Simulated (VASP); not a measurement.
Ti2O, 3 atoms in the cell. Symmetry: P-3m1, No. 164, trigonal system. Conventional cell: a = 2.919 Å, b = 2.919 Å, c = 4.713 Å, α = 90.00°, β = 90.00°, γ = 120.00°. Ti (site symmetry 3m) has 3 O at 2.14 Å as nearest neighbours. Around O (site symmetry -3m) lie 6 Ti at 2.14 Å. 

```yaml
Program: VASP 6.6.1
Task: band structure
Functional: r2SCAN
Potentials_or_basis: VASP PAW PBE potentials, release 64 (Ti_sv, O)
Cutoff: 520 eV
k_mesh: 10 × 10 × 6
Occupations: fermi-dirac, width 0.05 eV
Spin: no spin polarisation
Further_INCAR_settings: ALGO = Normal; EDIFF = 1e-06
```

Potentials or basis: VASP PAW PBE potentials, release 64 (Ti_sv, O).

The run is started by

```console
$ cat potpaw_PBE.64/Ti_sv/POTCAR potpaw_PBE.64/O/POTCAR > POTCAR
$ mpirun -np 1 vasp_std > vasp.out
```

Hardware: 1 thread of Intel(R) Xeon(R) 6975P-C (Granite Rapids), on a shared host.

**Question.** How long does it take, and how much memory?

**Answer.** Run time: 2.8 min on 1 thread of Intel(R) Xeon(R) 6975P-C (Granite Rapids) (shared host), peak memory 0.21 GiB. Counts: scf iterations 47, k points 72.
